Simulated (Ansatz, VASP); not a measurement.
# Te (linear Te chain) in two plane-wave programs

Wanted: the spread between two codes on one cell, functional and k mesh. The cell is taken from a series of runs on this material, whose earlier steps may have relaxed, scaled, displaced or heated it; both programs get it as it stands.

Method: plane waves, with VASP 6.6.1 beside it; single point at PBE, in Ansatz 0.2.0.

## Step 1: Set-up

The cell holds 1 atom: 1 Te. Its edges and angles: a = 7.500 Å, b = 7.500 Å, c = 3.578 Å, α = 90.0°, β = 90.0°, γ = 90.0°. Vacuum lies along a and b. The structure's axis is c.

## Step 2: Ansatz: single point, PBE

Ansatz runs on its default PAW (the set named soft_2) files.

With cell and atoms fixed, the geometry can't cause a difference; cores, projectors, grids and the points listed under the comparison can.

Contents of input.yaml:

```yaml
crystal:
  lattice:
    - [7.5, 0.0, 0.0]
    - [0.0, 7.5, 0.0]
    - [0.0, 0.0, 3.5782809171]
  atoms:
    - { symbol: Te, position: [0.5, 0.5, 0.0], spin: 0.3 }
magnetization:
  spin_polarized: true
kpoints:
  mp_grid: { grid: [1, 1, 23] }
scf:
  occupations: { method: fermi_dirac, width: 0.05 }
hamiltonian:
  xc: pbe
output:
  transmission:
    e_range: [-2, 2]
    de: 0.035
    kmesh: [1, 1]
    reduced_basis: true
    leads: [[0, 0]]
  stress: true
```

On the command line:

```console
$ ansatz run input.yaml --threads 4 --pin off --max-ram 8192MiB --backend cpu --events-out ev --progress --plain --runs-dir out
```

Numbers of over 12 decimals in the logs are rounded to 6 here.

What it wrote:

```text
Engine: ansatz 0.2.0, x86_64-unknown-linux-gnu
Pseudopotentials: kind: paw
Pseudopotential: Te, paw, valence charge 16, recommended cutoff 420 eV (normal), Te.paw.azcp
Functional definition: PBE
  parameter kappa = 0.804
  parameter beta = 0.066725
  exchange = pbe_x(kappa = kappa, mu = beta*pi^2/3)
  correlation = pbe_c(beta = beta)
Crystal: 1 atoms, lattice volume = 201.278 Å³
Basis set: ecut = 420 eV, 3923 PW (Γ)
Bands: 13, of which v1, the nominal top of the filled ones, is band 8 counted from 1 (7 counted from 0)
Symmetry: 16 space group operations
Space group: P4/mmm (ITA 123), of the structure as read, at distance tolerance 5.9e-5 Å
Magnetic group: BNS 123.339 (UNI 999), of the structure as read, at distance tolerance 5.9e-5 Å
k-points: 12 of 23
Non-local potential: Te, projectors of the file, l = 0: 2, l = 1: 2, l = 2: 2, l = 3: 2
PAW form: soft (Blöchl's): semilocal exchange-correlation on the pseudo side does not see the compensation charge
PAW one-centre angular grid: Te, 590 points (default); XC on 64 Gauss nodes
Initial density: superposition of atomic densities (neutral atoms: chi_scale 0, normalization atom)
Starting moments: Σ|m| = 0.3 μB on 1 of 1 site
Initial wavefunctions: pseudopotential atomic-orbital guess
Functional: x = pbe(κ = 0.804, μ = 0.219515), c = pbe(β = 0.066725)
iter 1 solved again at ethr=2.16e-4 eV; its pass at ethr=3.10e-3 eV (dr2=3.45e-2 eV) is discarded
SCF iter   1: F=—  HF=-6978.274524 eV  |F-HF|=—  |Δ(HF+E_count)|=         —  Δρ=6.06e-3 (↑6.06e-3 ↓5.40e-3)  dr2=3.50e-2  dr2_m=5.32e-2  M=0.175 μB ∫|m|=0.175 μB  β_m=0.30  ethr=2.16e-4  ⟨swp⟩=1.0  Hψ=2541  notcnv=0
preconditioner: auto → LDOS  [metal: Δε(μ)=0.089 eV  Ē_g=9.109 eV  σ=0.050 eV  W_gap=0.38  n_scr=14 (ndim 8)  ℏωp=6.4 eV  f_vac=0.666  D(μ)=3.92/eV (n_scr^D=22)]
spin=Collinear: LDOS preconditioning applied to the charge; magnetization (m = ρ↑ − ρ↓) channel mixes plain (no charge-response kernel on spin).
SCF iter   2: F=—  HF=-6978.275417 eV  |F-HF|=—  |Δ(HF+E_count)|=   8.93e-4  Δρ=4.12e-3 (↑4.12e-3 ↓3.79e-3)  dr2=1.41e-2  dr2_m=2.61e-2  M=0.199 μB ∫|m|=0.199 μB  β_m=0.30  ethr=2.16e-4  ⟨swp⟩=2.0  Hψ=408  notcnv=0
spin-set hold released at iteration 2 (site moments show no strong build): the magnetisation degrees of freedom join the quasi-Newton model from the next iteration; the mixer history was kept
SCF iter   3: F=—  HF=-6978.277535 eV  |F-HF|=—  |Δ(HF+E_count)|=   2.12e-3  Δρ=2.74e-3 (↑2.63e-3 ↓2.74e-3)  dr2=3.02e-3  dr2_m=1.29e-2  M=0.220 μB ∫|m|=0.220 μB  β_m=0.21  ethr=8.80e-5  ⟨swp⟩=2.1  Hψ=490  notcnv=0
SCF iter   4: F=—  HF=-6978.280060 eV  |F-HF|=—  |Δ(HF+E_count)|=   2.52e-3  Δρ=1.31e-3 (↑9.43e-4 ↓1.31e-3)  dr2=3.68e-3  dr2_m=1.90e-3  M=0.248 μB ∫|m|=0.248 μB  β_m=0.65  ethr=1.89e-5  ⟨swp⟩=1.0  Hψ=312  notcnv=0
SCF iter   5: F=—  HF=-6978.282174 eV  |F-HF|=—  |Δ(HF+E_count)|=   2.11e-3  Δρ=9.09e-4 (↑6.01e-4 ↓9.09e-4)  dr2=1.17e-3  dr2_m=9.35e-4  M=0.337 μB ∫|m|=0.337 μB  β_m=0.82  ethr=1.89e-5  ⟨swp⟩=2.0  Hψ=446  notcnv=0
SCF iter   6: F=—  HF=-6978.289602 eV  |F-HF|=—  |Δ(HF+E_count)|=   7.43e-3  Δρ=1.22e-3 (↑1.22e-3 ↓1.19e-3)  dr2=5.41e-5  dr2_m=2.68e-3  M=0.543 μB ∫|m|=0.543 μB  β_m=0.91  ethr=7.33e-6  ⟨swp⟩=2.6  Hψ=541  notcnv=0
SCF iter   7: F=-6978.308823 eV  HF=-6978.299665 eV  |F-HF|=9.16e-3  |Δ(HF+E_count)|=   1.01e-2  Δρ=1.70e-3 (↑1.70e-3 ↓1.56e-3)  dr2=2.73e-4  dr2_m=4.81e-3  M=0.729 μB ∫|m|=0.729 μB  β_m=0.85  ethr=3.38e-7  ⟨swp⟩=3.0  Hψ=721  notcnv=0
SCF iter   8: F=-6978.334951 eV  HF=-6978.319112 eV  |F-HF|=1.58e-2  |Δ(HF+E_count)|=   1.94e-2  Δρ=2.17e-3 (↑2.17e-3 ↓2.01e-3)  dr2=1.99e-4  dr2_m=8.06e-3  M=0.987 μB ∫|m|=0.987 μB  β_m=0.96  ethr=3.38e-7  ⟨swp⟩=3.0  Hψ=623  notcnv=0
SCF iter   9: F=-6978.360829 eV  HF=-6978.354961 eV  |F-HF|=5.87e-3  |Δ(HF+E_count)|=   3.58e-2  Δρ=1.27e-3 (↑1.27e-3 ↓1.25e-3)  dr2=1.86e-4  dr2_m=2.91e-3  M=1.210 μB ∫|m|=1.210 μB  β_m=0.88  ethr=3.38e-7  ⟨swp⟩=3.6  Hψ=788  notcnv=0
SCF iter  10: F=-6978.352985 eV  HF=-6978.337108 eV  |F-HF|=1.59e-2  |Δ(HF+E_count)|=   1.79e-2  Δρ=2.18e-3 (↑2.18e-3 ↓2.04e-3)  dr2=1.67e-4  dr2_m=8.20e-3  M=1.139 μB ∫|m|=1.139 μB  β_m=0.88  ethr=3.38e-7  ⟨swp⟩=3.0  Hψ=694  notcnv=0  recentre
SCF iter  11: F=-6978.346268 eV  HF=-6978.321844 eV  |F-HF|=2.44e-2  |Δ(HF+E_count)|=   1.53e-2  Δρ=3.27e-3 (↑3.27e-3 ↓2.57e-3)  dr2=6.81e-3  dr2_m=1.50e-2  M=1.319 μB ∫|m|=1.319 μB  β_m=0.88  ethr=3.38e-7  ⟨swp⟩=4.9  Hψ=1035  notcnv=0  recentre
SCF iter  12: F=-6978.360504 eV  HF=-6978.351675 eV  |F-HF|=8.83e-3  |Δ(HF+E_count)|=   2.98e-2  Δρ=1.63e-3 (↑1.63e-3 ↓1.54e-3)  dr2=2.12e-4  dr2_m=4.59e-3  M=1.234 μB ∫|m|=1.234 μB  β_m=0.69  ethr=3.38e-7  ⟨swp⟩=3.5  Hψ=780  notcnv=0
SCF iter  13: F=-6978.361654 eV  HF=-6978.359877 eV  |F-HF|=1.78e-3  |Δ(HF+E_count)|=   8.20e-3  Δρ=7.26e-4 (↑7.26e-4 ↓7.10e-4)  dr2=1.09e-4  dr2_m=9.33e-4  M=1.221 μB ∫|m|=1.221 μB  β_m=0.85  ethr=3.38e-7  ⟨swp⟩=3.2  Hψ=588  notcnv=0
SCF iter  14: F=-6978.361795 eV  HF=-6978.361775 eV  |F-HF|=1.96e-5  |Δ(HF+E_count)|=   1.90e-3  Δρ=1.35e-4 (↑1.35e-4 ↓1.25e-4)  dr2=4.54e-5  dr2_m=2.40e-5  M=1.218 μB ∫|m|=1.218 μB  β_m=0.91  ethr=3.38e-7  ⟨swp⟩=2.9  Hψ=607  notcnv=0
SCF iter  15: F=-6978.361803 eV  HF=-6978.361786 eV  |F-HF|=1.71e-5  |Δ(HF+E_count)|=   1.09e-5  Δρ=8.67e-5 (↑8.67e-5 ↓8.04e-5)  dr2=9.54e-6  dr2_m=1.15e-5  M=1.218 μB ∫|m|=1.218 μB  β_m=0.77  ethr=2.84e-7  ⟨swp⟩=2.2  Hψ=382  notcnv=0
SCF iter  16: F=-6978.361805 eV  HF=-6978.361806 eV  |F-HF|=1.17e-6  |Δ(HF+E_count)|=   1.99e-5  Δρ=2.58e-5 (↑2.58e-5 ↓9.83e-6)  dr2=2.91e-6  dr2_m=3.30e-7  M=1.218 μB ∫|m|=1.218 μB  β_m=0.88  ethr=5.97e-8  ⟨swp⟩=2.0  Hψ=378  notcnv=0
SCF iter  17: F=-6978.361805 eV  HF=-6978.361805 eV  |F-HF|=2.04e-7  |Δ(HF+E_count)|=   6.09e-7  Δρ=9.02e-6 (↑9.02e-6 ↓7.63e-6)  dr2=5.79e-8  dr2_m=1.23e-7  M=1.218 μB ∫|m|=1.218 μB  β_m=0.94  ethr=6.25e-10  ⟨swp⟩=5.7  Hψ=1702  notcnv=0
SCF iter  18: F=-6978.361806 eV  HF=-6978.361806 eV  |F-HF|=2.53e-9  |Δ(HF+E_count)|=   2.21e-7  Δρ=2.31e-6 (↑2.31e-6 ↓1.71e-6)  dr2=1.99e-8  dr2_m=4.62e-9  M=1.218 μB ∫|m|=1.218 μB  β_m=0.97  ethr=3.62e-10  ⟨swp⟩=5.2  Hψ=1334  notcnv=0
SCF iter  19: F=-6978.361806 eV  HF=-6978.361806 eV  |F-HF|=6.18e-11  |Δ(HF+E_count)|=   1.81e-9  Δρ=4.56e-7 (↑4.56e-7 ↓3.51e-7)  dr2=7.32e-10  dr2_m=1.90e-10  M=1.218 μB ∫|m|=1.218 μB  ethr=1.24e-10  ⟨swp⟩=4.2  Hψ=1054  notcnv=0
SCF 1 converged in 19 iterations: F = -6978.361806 eV  dr2 = 7.32e-10
  greatest PAW one-centre occupation: 0.998 electrons in one spin orbital (limit 2), on the Te atom at site 0 (counted from 0), in its partial waves of l = 2
at 3 of the mixer's solves, the last at iteration 8, it left a direction of its history that read negative out of its fit and stepped the other way along it
transmission: 10 of 60 steps passed
transmission: 15 of 60 steps passed
[...]
transmission: 60 of 60 steps passed
SCF converged after 19 iterations
Magnetization: 1.2182 μB (8.6091 up, 7.3909 down)
Absolute magnetization: 1.2209 μB (∫|ρ↑−ρ↓|, with the PAW one-centre terms)
Spin contamination: 0.0015 ħ² per cell (⟨S²⟩ above its minimum at these occupations)
Per-site moments (μB) at R_I (Å): [(0.915060, 1.476041)]
Free energy (F): -6978.361806 eV
Harris-Foulkes:  -6978.361806 eV  (|F-HF|=6.18e-11)
Internal energy: -6978.347957 eV  (E = F + TS)
E sigma→0 (E₀):  -6978.354881 eV
Entropy (-TS):   -0.013849 eV (-13.849 meV/atom)
Fermi energy:    -3.374421 eV
--- Per-component energies (eV) ---
  E_band       = -438.844064
  E_kinetic    = 177.435202
  E_local      = -2883.138780  (includes V_loc(G=0)·N_el)
  E_nonlocal   = -310.532458
  E_hartree    = 1528.723251
  E_xc         = -121.565094
  E_vxc        = -100.295390  (∫ρ·V_xc dr)
  E_paw        = -4662.107626  (= ΣΔE_a)
  E_vpaw       = -379.758514  (= ΣTr[D̂ρ^β])
  E_aug_tail   = -0.000190  (compensation charges beyond the density's cutoff)
  E_ewald      = -707.162261
  E_smearing   = -0.013849  (= −TS)
  E_closure    = -0.000000  (closes the sum)
  Σ components = -6978.361806   (vs F -6978.361806, Δ=0.00e0)
--- Stress (GPa, compression-positive) ---
        0.128013       0.000000       0.000000
        0.000000       0.128013       0.000000
        0.000000       0.000000      -3.261169
  P = ⅓ Tr σ = -1.0017 GPa (-10.017 kbar)
--- Band table (eV; the first three rows and the last of 24) ---
  k-point 0 ↑: bands = [... 4 lower, -39.5857, -13.7763, -4.6229, -4.6229, -1.5785, 0.8165, 2.3162, 3.5560, ... 1 higher]
  k-point 1 ↑: bands = [... 4 lower, -39.5857, -13.7635, -4.6095, -4.6095, -1.7133, 0.8429, 2.3377, 3.5765, ... 1 higher]
  k-point 2 ↑: bands = [... 4 lower, -39.5857, -13.7255, -4.5699, -4.5699, -2.0741, 0.9179, 2.4020, 3.6379, ... 1 higher]
  k-point 11 ↓: bands = [... 4 lower, -39.4218, -12.1290, -5.4930, -2.7171, -2.7171, 3.3923, 3.3923, 3.6996, ... 1 higher]
--- Transmission ---
  basis      : 497 plane waves across, 5 finite elements along
  points     : 1, standing for a mesh of 1 x 1
  filling    : by the input's occupations and mesh, since the crystals that have channels conduct as metals do. If one of these is a semiconductor, that mesh has misplaced its level
  energies   : 115 from -2.000000 to 1.990000 eV about the Fermi level, 0.035000 eV apart; the leads are filled to 0.000000 eV, and channels, transmission and decay are at -0.005000 eV
  crystal 0  : Te1, at the sites [0, 0], period 3.5783 Å: whole cells are its period
    offset         : up to 0.0000 Å between an atom of the period and one for which it stands
    filled         : 17.0 meV over the level at which it is neutral
    channels       : 1.000000e0 up, 3.000000e0 down
    conductance    : 2.7549e14 S/m² at 300 K; may be off by some 0.0 % by where its bands' edges are placed, 0.0 % from the distance to neutral
```

The column dr2 measures how far the density is from self-consistency, as an energy; F and HF (Harris–Foulkes) agree once it is small.

## Step 3: VASP: single point, PBE

The same cell, functional, mesh and smearing now go to VASP, with its own data sets.

Lines of VASP's logs that name or quote its potential files are left out, and so is its time.

Contents of INCAR:

```
SYSTEM = Te
PREC = Accurate
ENCUT = 500
EDIFF = 1E-06
NELM = 200
ISMEAR = -1
SIGMA = 0.05
LREAL = .FALSE.
ALGO = Normal
GGA = PE
NBANDS = 10
ISPIN = 2
MAGMOM = 0.92
LORBIT = 11
LWAVE = .FALSE.
LCHARG = .FALSE.
ISIF = 2
LASPH = .TRUE.
GGA_COMPAT = .FALSE.
```

Contents of POSCAR:

```
Te
1.0
    7.5000000000      0.0000000000      0.0000000000
    0.0000000000      7.5000000000      0.0000000000
    0.0000000000      0.0000000000      3.5782809171
Te
1
Direct
    0.5000000000      0.5000000000      0.0000000000
```

Contents of KPOINTS:

```
Automatic mesh
0
Gamma
1 1 23
0 0 0
```

The projector-augmented-wave data sets are Te (PBE family, release 64).

On the command line:

```console
$ mpirun -np 1 vasp_std
```

What it wrote:

```text
[banner, memory and clock lines left out]
running    1 mpi-ranks, on    1 nodes
 distrk:  each k-point on    1 cores,    1 groups
 distr:  one band on    1 cores,    1 groups

 POSCAR found type information on POSCAR Te
 POSCAR found :  1 types and       1 ions
 LDA part: xc-table for (Slater+PW92), standard interpolation
 POSCAR, INCAR and KPOINTS ok, starting setup
 FFT: planning ... GRIDC
 FFT: planning ... GRID_SOFT
 FFT: planning ... GRID
 WAVECAR not read
 entering main loop
       N       E                     dE             d eps       ncg     rms          rms(c)
DAV:   1     0.275797286877E+02    0.27580E+02   -0.15381E+03   480   0.327E+02
DAV:   2     0.648852075659E+00   -0.26931E+02   -0.25038E+02   658   0.582E+01
DAV:   3    -0.143754637578E+01   -0.20864E+01   -0.19968E+01   560   0.205E+01
DAV:   4    -0.148617338889E+01   -0.48627E-01   -0.48578E-01   592   0.381E+00
DAV:   5    -0.148740740154E+01   -0.12340E-02   -0.12340E-02   590   0.649E-01    0.142E+00
DAV:   6    -0.153455091993E+01   -0.47144E-01   -0.81795E-02   524   0.114E+00    0.872E-01
DAV:   7    -0.153022174652E+01    0.43292E-02   -0.13000E-02   518   0.489E-01    0.541E-01
DAV:   8    -0.154199877018E+01   -0.11777E-01   -0.39235E-03   496   0.314E-01    0.247E-01
DAV:   9    -0.154325096100E+01   -0.12522E-02   -0.13372E-03   498   0.159E-01    0.110E-01
DAV:  10    -0.154414338239E+01   -0.89242E-03   -0.22982E-04   498   0.754E-02    0.321E-02
DAV:  11    -0.154541524238E+01   -0.12719E-02   -0.23723E-04   502   0.624E-02    0.122E-02
DAV:  12    -0.154541879919E+01   -0.35568E-05   -0.56945E-06   540   0.126E-02    0.439E-03
DAV:  13    -0.154542144131E+01   -0.26421E-05   -0.57136E-07   520   0.408E-03    0.141E-03
DAV:  14    -0.154542334433E+01   -0.19030E-05   -0.51257E-07   512   0.442E-03    0.801E-04
DAV:  15    -0.154542402896E+01   -0.68463E-06   -0.53594E-08   540   0.123E-03
   1 F= -.15454240E+01 E0= -.15385148E+01  d E =-.138185E-01  mag=     1.2179
```

From OUTCAR (step 3):

```text
ion  position               nearest neighbor table
   1  0.500  0.500  0.000-

  LATTYP: Found a simple tetragonal cell.
 ALAT       =     7.5000000000
 C/A-ratio  =     0.4771041223

 Subroutine GETGRP returns: Found 16 space group operations
 (whereof 16 operations were pure point group operations)

The static configuration has the point symmetry D_4h.

 Found     12 irreducible k-points:

   k-points           NKPTS =     12   k-points in BZ     NKDIM =     12   number of bands    NBANDS=     10

   dimension x,y,z NGX =    56 NGY =   56 NGZ =   28
   dimension x,y,z NGXF=   112 NGYF=  112 NGZF=   56

   ENCUT  =  500.0 eV  36.75 Ry    6.06 a.u.  13.67 13.67  6.52*2*pi/ulx,y,z

   NELECT =       6.0000    total number of electrons

 k-points in reciprocal lattice and weights: Automatic mesh
   0.00000000  0.00000000  0.00000000       0.043
   0.00000000  0.00000000  0.04347826       0.087
   0.00000000  0.00000000  0.08695652       0.087
   0.00000000  0.00000000  0.13043478       0.087
   0.00000000  0.00000000  0.17391304       0.087
   0.00000000  0.00000000  0.21739130       0.087
   0.00000000  0.00000000  0.26086957       0.087
   0.00000000  0.00000000  0.30434783       0.087
   0.00000000  0.00000000  0.34782609       0.087
   0.00000000  0.00000000  0.39130435       0.087
   0.00000000  0.00000000  0.43478261       0.087
   0.00000000  0.00000000  0.47826087       0.087

 average (electrostatic) potential at core
       1 -97.8415

 E-fermi :  -3.8547

 spin component 1
 k-point     1 :       0.0000    0.0000    0.0000
  band No.  band energies     occupation
      1     -14.2545      1.00000
      2      -5.0994      1.00000
      3      -5.0994      1.00000
      4      -2.0547      0.00000
      5       0.3373      0.00000
      6       1.8313      0.00000
      7       3.0585      0.00000
      8       3.5237      0.00000
    ...

 k-point     2 :       0.0000    0.0000    0.0435
  band No.  band energies     occupation
      1     -14.2417      1.00000
      2      -5.0860      1.00000
      3      -5.0860      1.00000
      4      -2.1896      0.00000
      5       0.3636      0.00000
      6       1.8526      0.00000
      7       3.0788      0.00000
      8       3.5389      0.00000
    ...

 k-point     3 :       0.0000    0.0000    0.0870
  band No.  band energies     occupation
      1     -14.2038      1.00000
      2      -5.0464      1.00000
      3      -5.0464      1.00000
      4      -2.5502      0.00000
      5       0.4385      0.00000
      6       1.9168      0.00000
      7       3.1397      0.00000
      8       3.5826      0.00000
    ...

 k-point     4 :       0.0000    0.0000    0.1304
  band No.  band energies     occupation
      1     -14.1422      1.00000
      2      -4.9822      1.00000
      3      -4.9822      1.00000
      4      -3.0487      0.00000
      5       0.5565      0.00000
      6       2.0235      0.00000
      7       3.2408      0.00000
      8       3.6470      0.00000
    ...

 k-point     5 :       0.0000    0.0000    0.1739
  band No.  band energies     occupation
      1     -14.0596      1.00000
      2      -4.8960      1.00000
      3      -4.8960      1.00000
      4      -3.6081      0.00716
      5       0.7157      0.00000
      6       2.1726      0.00000
      7       3.3815      0.00000
      8       3.7127      0.00000
    ...

 k-point     6 :       0.0000    0.0000    0.2174
  band No.  band energies     occupation
      1     -13.9598      1.00000
      2      -4.7920      1.00000
      3      -4.7920      1.00000
      4      -4.1765      0.99840
      5       0.9163      0.00000
      6       2.3635      0.00000
      7       3.5607      0.00000
      8       3.7347      0.00000
      9       3.7347      0.00000
    ...

  Total        0.1607755      0.1607755     -4.1057424      0.0000000      0.0000000      0.0000000
  in kB        1.2797745      1.2797745    -32.6817512      0.0000000      0.0000000      0.0000000
  external PRESSURE =     -10.0407341 kB  Pullay stress =       0.0000000 kB

  energy-cutoff  :      500.00
  volume of cell :      201.28
      direct lattice vectors                 reciprocal lattice vectors
     7.500000000  0.000000000  0.000000000     0.133333333  0.000000000  0.000000000
     0.000000000  7.500000000  0.000000000     0.000000000  0.133333333  0.000000000
     0.000000000  0.000000000  3.578280917     0.000000000  0.000000000  0.279463805

 POSITION                                       TOTAL-FORCE (eV/Angst)
 -----------------------------------------------------------------------------------
      3.75000      3.75000      0.00000         0.000000      0.000000      0.000000
 -----------------------------------------------------------------------------------
    total drift:                               -0.000000     -0.000000      0.000000

  FREE ENERGIE OF THE ION-ELECTRON SYSTEM (eV)
  ---------------------------------------------------
  free  energy   TOTEN  =        -1.5454240290 eV

  energy  without entropy=       -1.5316055064  energy(sigma->0) =       -1.53851477

 total charge
# of ion       s       p       d       tot
------------------------------------------
    1        1.417   1.768   0.004   3.190

 magnetization (x)
# of ion       s       p       d       tot
------------------------------------------
    1        0.011   0.600   0.001   0.612

[... 6 further parts left out ...]
```

## Step 4: Side by side

Known differences besides the potentials themselves: VASP starts from the moments at which Ansatz ended; the data sets hold 16 valence electrons in Ansatz (on its default PAW (the set named soft_2) files) and 6 in VASP; the cutoff is 420 eV in Ansatz and 500 eV in VASP; site moments are counted in spheres of each program's own size. Total energies have different zeros and are not compared.

The two programs side by side:

| quantity | Ansatz | VASP | difference |
| --- | --- | --- | --- |
| pressure (GPa) | -1.00 | -1.00 | 0.00 |
| total moment (μB) | 1.22 | 1.22 | 0.00 |
| moment on Te1 (μB) | 0.92 | 0.61 | +0.30 |

## Step 5: Results

```
difference in total moment (single point, PBE) : 2.6e-4 μB
```

What this shows: The difference in total moment is 2.6e-4 μB (single point, PBE). The data sets hold unlike numbers of valence electrons (16 in Ansatz and 6 in VASP), so part of the differences comes from the potentials. How closely two codes agree says nothing of how well the functional describes the real material.

[Lines on the potential files, build, host, timing and source positions are cut from VASP's logs without a mark.]

[Logs are printed without paths, hosts, clocks, repeated set-up lines and the standing remarks that a program may print on its own settings, such as how far it seeks lower states.]

[Hosts, paths, dates, database ids (printed as entryN), source tags and the programs' standing remarks are cut or masked in the printed files.]
